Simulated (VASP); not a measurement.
Wanted: the native input for a VASP 6.6.1 run.

- Task: relaxation of cell and atoms
- Functional: PBEsol
- Potentials or basis: VASP PAW PBE potentials, release 64 (Cd, Se)
- Cutoff: 600 eV
- k mesh: 9 × 9 × 4
- Occupations: gaussian, width 0.03 eV
- Spin: no spin polarisation
- Further INCAR settings: ALGO = Normal; EDIFF = 1e-06; IBRION = 2; EDIFFG = -0.01; NSW = 90; ISIF = 3

The structure of CdSe (Cadmoselite) lies in POSCAR:

```
CdSe
1.0
    4.3000000000      0.0000000000      0.0000000000
   -2.1500000000      3.7239092363      0.0000000000
    0.0000000000      0.0000000000      7.0200000000
Cd Se
2 2
Direct
    0.3333333333      0.6666666667      0.0000000000
    0.6666666667      0.3333333333      0.5000000000
    0.3333333333      0.6666666667      0.3850000000
    0.6666666667      0.3333333333      0.8850000000
```

The input as run:

INCAR

```
SYSTEM = CdSe
ALGO     = Normal         ! electronic algorithm
EDIFF    = 1E-6           ! SCF threshold, eV
EDIFFG   = -0.01          ! ionic threshold
ENCUT    = 600            ! plane-wave cutoff, eV
GGA      = PS             ! functional
IBRION   = 2              ! ionic algorithm
ISIF     = 3              ! what is computed and relaxed
ISMEAR   = 0              ! smearing method
KPAR     = 2            
LASPH    = .True.         ! aspherical terms in the spheres
LCHARG   = .False.        ! write CHGCAR
LREAL    = .False.        ! projectors in reciprocal space
LWAVE    = .False.        ! write WAVECAR
NELM     = 80             ! most SCF steps
NSW      = 90             ! ionic steps
PREC     = Accurate       ! precision mode
SIGMA    = 0.03           ! smearing width, eV
```

KPOINTS

```
k-points
0
Gamma
  9 9 4
  0 0 0
```

Potentials or basis: VASP PAW PBE potentials, release 64 (Cd, Se).

Launch:

```bash
$ cat potpaw_PBE.64/Cd/POTCAR potpaw_PBE.64/Se/POTCAR > POTCAR
$ mpirun -np 2 vasp_std > vasp.out
```

Results of the run:

The relaxed volume is 28.29 Å³/atom. The relaxed cell is a = 4.310 Å, b = 4.310 Å, c = 7.035 Å, α = 90.00°, β = 90.00°, γ = 120.00°. The space group after relaxing (to 0.05 Å) is P6_3mc (No. 186) and the energy gained by relaxing is 4.9 meV/atom. The ionic steps are 10 and the pressure after relaxing is 0.0 GPa. The band gap on the k mesh is 0.53 eV, direct.

Caveat: the PAW data sets were made with another functional, which shifts forces and pressure a little.

It took 2.7 min on 2 MPI ranks on Intel(R) Xeon(R) 6975P-C (Granite Rapids), on a shared host, peak memory 0.32 GiB a rank.
